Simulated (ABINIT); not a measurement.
Crystal: TePb.

```
Pb Te
1.0
     0.00000    3.23100    3.23100
     3.23100    0.00000    3.23100
     3.23100    3.23100    0.00000
Pb Te
1 1
Direct
  0.00000 0.00000 0.00000
  0.50000 0.50000 0.50000
```

Base run:

```yaml
Program: ABINIT 10.8.3 (patched build)
Functional: WC
Potentials_or_basis: JTH PAW PBE v2.0 sp
Cutoff: 408 eV
k_mesh: 7 × 7 × 7
Occupations: fermi-dirac, width 0.05 eV
Spin: no spin polarisation
```

Its results: pressure -0.3 GPa.

Problem. After a change of settings the same cell gave: pressure 4.0 GPa. Which change was it?
A. functional from WC to SOGGA
B. functional from WC to LDA; potentials or basis from JTH PAW PBE v2.0 sp to JTH PAW LDA v2.0 sp
C. functional from WC to HCTH407
D. functional from WC to SCAN; cutoff from 408 eV to 490 eV; fine-grid cutoff from 816.342 eV to 979.61 eV

Solution. C.

Caveats: the PAW data sets were made with another functional, which shifts forces and pressure a little; this set keeps more shells in the core, which shifts pressures and gaps.

Runs at the PBE level aren't shown here.
